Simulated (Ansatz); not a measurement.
# ZrSe2: the cost of one run

Method: DFT PBE+D3(BJ), scalar-relativistic, plane waves, PAW, in Ansatz 0.2.0.

The COD entry's cell or inner coordinates are ideal or old and differ from later refinements, so a difference from it is no clean test against experiment.

1 further run of the same task is left out (set aside as unsound or not needed).

**1. The starting structure**

Symmetry: P-3m1, No. 164, trigonal system. The conventional cell has a = 3.798 Å, b = 3.798 Å, c = 6.192 Å, α = 90.00°, β = 90.00°, γ = 120.00°. Zr (site symmetry -3m) has 6 Se at 2.68 Å as nearest neighbours. Se (site symmetry 3m) has 3 Zr at 2.68 Å as nearest neighbours.

As a file:

```
CELL_PARAMETERS angstrom
3.79800 0.00000 0.00000
-1.89900 3.28916 0.00000
0.00000 0.00000 6.19200
ATOMIC_POSITIONS crystal
Zr 0.00000 0.00000 0.00000
Se 0.33333 0.66667 0.25000
Se 0.66667 0.33333 0.75000
```

The structure comes from the Crystallography Open Database.

(A quick probe on a coarse mesh, which set the mesh and smearing, is not shown.)

**3. Full relaxation**

input.yaml reads:

```yaml
crystal:
  lattice:
    - [3.798, 0.0, 0.0]
    - [-1.899, 3.2891644836, 0.0]
    - [0.0, 0.0, 6.192]
  atoms:
    - { symbol: Zr, position: [0.0, 0.0, 0.0] }
    - { symbol: Se, position: [0.3333333333, 0.6666666667, 0.25] }
    - { symbol: Se, position: [0.6666666667, 0.3333333333, 0.75] }
basis:
  ecutwfc: 420
kpoints:
  mp_grid: { grid: [6, 6, 4] }
hamiltonian:
  xc: pbe
  dispersion: d3bj
scf:
  occupations: { method: gaussian, width: 0.02 }
output:
  forces: true
  stress: true
  eigenvalues: true
  write_density: true
  write_potential: true
  elf: true
  volumetric_format: npy
relax:
  adjacent_minimum: "off"
  f_tol: 0.005
  max_steps: 80
  cell: { stress_tol: 0.05 }
```

Run with:

```console
$ ansatz run input.yaml --threads 1 --pin off --max-ram 2560MiB --backend cpu --events-out ev --progress --plain --runs-dir out
```

What time and memory should one allow on 1 thread of Intel Xeon at 2.70GHz, shared host?

About 36 s, with a peak of 0.42 GiB.
